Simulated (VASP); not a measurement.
Runs of VASP 6.6.1 on BN. The structure is cubic, space group F-43m (No. 216). Conventional cell: a = 3.626 Å, b = 3.626 Å, c = 3.626 Å, α = 90.00°, β = 90.00°, γ = 90.00°. N (site symmetry -43m) is surrounded by 4 B at 1.57 Å. Around B (site symmetry -43m) lie 4 N at 1.57 Å. The cell is a database's computed one.

| task | level | cell | cutoff (eV) | grid for exact exchange (PRECFOCK) | exchange at q = 0 | share of exact exchange | gap on the mesh (eV) | pressure (GPa) | relaxed volume (Å³/atom) |
| --- | --- | --- | --- | --- | --- | --- | --- | --- | --- |
| band structure | TPSSh | as given | 520 | Fast | default | - | - | (b) | - |
| band structure | B3LYP | as given | 520 | Normal | truncated | - | 6.79 | -2.6 | - |
| relaxation of cell and atoms | B3LYP | relaxed | 600 | Fast | truncated | - | (c) | 0.0 | (a) |
| band structure | PBE-EpsX | as given | 520 | Normal | default | 0.2167 | - | -7.9 | - |
| relaxation of cell and atoms | PBE-EpsX | relaxed | 600 | Fast | default | 0.2167 | 6.56 | 0.0 | 5.84 |

Alike in all rows: potentials or basis VASP PAW PBE potentials, release 64 (N, B); no spin polarisation; k mesh 7 × 7 × 7; smearing fermi-dirac 0.05 eV; the mesh is coarse, so values aren't converged.

Estimate the missing entries.

(a) 5.91; (b) -3.8; (c) 6.80.

Caveats: all runs use coarse meshes; the PAW data sets were made with another functional, which shifts forces and pressure a little; an unscreened hybrid on a path of extra k points without a Coulomb cutoff has errors near the mesh points, so the bands along the path aren't reliable (some runs); an odd mesh through Γ misses points on the zone boundary, where band edges often lie (some runs); the mesh misses the band edges, which the band path finds closer together (some runs).

Runs at the PBE level aren't shown here.
